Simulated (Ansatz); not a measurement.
A trial structure of PbS was built thus: 6-connected net, two elements alternating (I4_1md, No. 109). The dimensions are guesses.

```xyz
4
Lattice="-1.7411 1.7411 5.8915 1.7411 -1.7411 5.8915 1.7411 1.7411 -5.8915" Properties=species:S:1:pos:R:3 pbc="T T T"
Pb    0.0000    0.0000    6.3864
Pb    1.7411    0.0000    3.4407
S     0.0000    0.0000   11.2882
S     0.0000    1.7411    2.4509
```

These are results of DFT PBE, scalar-relativistic, plane waves, PAW (Ansatz 0.2.0), not measurements. Cutoff 420 eV, Gaussian smearing, Γ-centred meshes. Cell and atoms relax first on a coarse mesh and then on a converged one. In between, the cell is made exact in the group found at 0.06 Å. The steps can't lower the symmetry of their start. No spin polarisation.

A guess keeps its type if space group and coordination stay and the shape of the cell changes little (axis ratios within about 15 %, angles within 6°); the volume may change.

Problem. Does this structure survive the relaxation?

Solution. It keeps its type. The symmetry stays I4_1md (No. 109). The volume per atom grows by 52.5 %, from 17.9 to 27.2 Å³. The shortest distance goes from 2.62 Å (Pb–S) to 2.99 Å (Pb–S). The ratio c/a of the conventional cell changes by a factor of 1.11. Counting neighbours within 15 % of an atom's shortest distance, the start has Pb 6, S 6 and the end Pb 6, S 6.

The zero of energy is the elements' standard structures at the same level; no fitted shifts are applied.

Problem. At what energy does it end?

Solution. −0.420 eV/atom. Whether it is stable depends on the other phases of the system, which aren't compared here.

The last run used a 10×10×10 mesh for its 4-atom cell and Gaussian smearing of 0.02 eV. Spin–orbit coupling, which can matter for Pb, is left out. The reference form of S is held partly by dispersion forces, which this level lacks. Symmetry constrained the relaxation, so the result can be a saddle point.
